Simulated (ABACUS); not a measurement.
InP under changes of volume

One of the cells (25.167 Å³/atom); the others are scaled copies at fixed shape and fractional positions:

```
In P
1.0
     0.00000    2.93050    2.93050
     2.93050    0.00000    2.93050
     2.93050    2.93050    0.00000
In P
1 1
Direct
  0.00000 0.00000 0.00000
  0.75000 0.75000 0.75000
```

| Item | Value |
| --- | --- |
| Program | ABACUS 3.10.1 |
| Functional | revPBE |
| Potentials or basis | PseudoDojo NC SR 0.4.1 PBE standard |
| Cutoff | 966 eV |
| Density cutoff | 3864 eV |
| Basis | plane waves |
| k mesh | 6 × 6 × 6 |
| Occupations | fermi-dirac, width 0.05 eV |
| Spin | no spin polarisation |

```csv
volume (Å³/atom),energy over the lowest point (meV/atom),pressure (GPa),gap on the mesh (eV)
23.657,90.82,10.0,1.14
24.160,62.60,8.0,1.02
24.663,40.36,6.2,0.91
25.167,?,?,?
25.670,11.46,3.1,0.69
26.173,3.77,1.8,0.59
26.677,0.00,0.6,0.48
```

Question: What does the run at 25.167 Å³/atom give?

Answer: Energy over the lowest point 23.49 meV/atom; pressure 4.6 GPa; gap on the mesh 0.80 eV.

Worked out: A Birch-Murnaghan fit of order 3 (a polynomial in V^(-2/3)) to the other rows has its minimum at 26.96 Å³/atom, just outside them, with B0 = V·E''(V) = 56 GPa and B' = 4.6. It gives 23.48 meV/atom at 25.167 Å³/atom, against the run's 23.49, and -dE/dV = 4.6 GPa, against 4.6. A straight line through the other rows of the gap, of slope -5.46 eV per unit of ln V (its deformation potential), gives 0.80 eV, against the run's 0.80.

Energies are extrapolated to zero smearing.

Caveats: the potentials were made for another functional, which shifts forces and pressure; spin-orbit coupling is left out, which moves the levels of the heavy elements.
